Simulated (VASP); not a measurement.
Here is a VASP 6.6.1 calculation.

INCAR

```
SYSTEM = TePb
ALGO = Normal
EDIFF = 1E-6
ENCUT = 520
GGA = PE
ISIF = 2
ISMEAR = -1
LASPH = .TRUE.
LCHARG = .TRUE.
LELF = .TRUE.
LREAL = .FALSE.
LVHAR = .TRUE.
LWAVE = .FALSE.
NBANDS = 17
NELM = 100
PREC = Accurate
SIGMA = 0.02
```

Contents of KPOINTS:

```
k-points
0
G
  8 8 8
  0 0 0
```

The input POSCAR:

```
TePb
1.0
    0.0000000000      3.2678555438      3.2678555438
    3.2678555438      0.0000000000      3.2678555438
    3.2678555438      3.2678555438      0.0000000000
Te Pb
1 1
Direct
    0.5000000000      0.5000000000      0.5000000000
    0.0000000000      0.0000000000      0.0000000000
```

Potentials or basis: VASP PAW PBE potentials, release 64 (Te, Pb_d).

Command:

```console
$ cat potpaw_PBE.64/Te/POTCAR potpaw_PBE.64/Pb_d/POTCAR > POTCAR
$ mpirun -np 1 vasp_std > vasp.out
```

What does it give for the pressure?

0.6 GPa.

What does it give for the band gap on the k mesh?

0.80 eV, direct.

Caveat: spin-orbit coupling is left out, which moves the levels of the heavy elements.

**Measured values to compare with.**

A printed reference work, monograph reports, for a bulk crystal of TePb at 4.2 K: band gap 0.19 eV (direct).

A measured gap of TePb is 0.19 eV (direct; 4.2 K; a printed reference work, monograph); the calculated 0.80 eV misses it by +0.61 eV. Spin-orbit coupling on Pb, Te is left out. The value is that of PBE on a finite k mesh, which can miss the band edges, without temperature or zero-point motion.
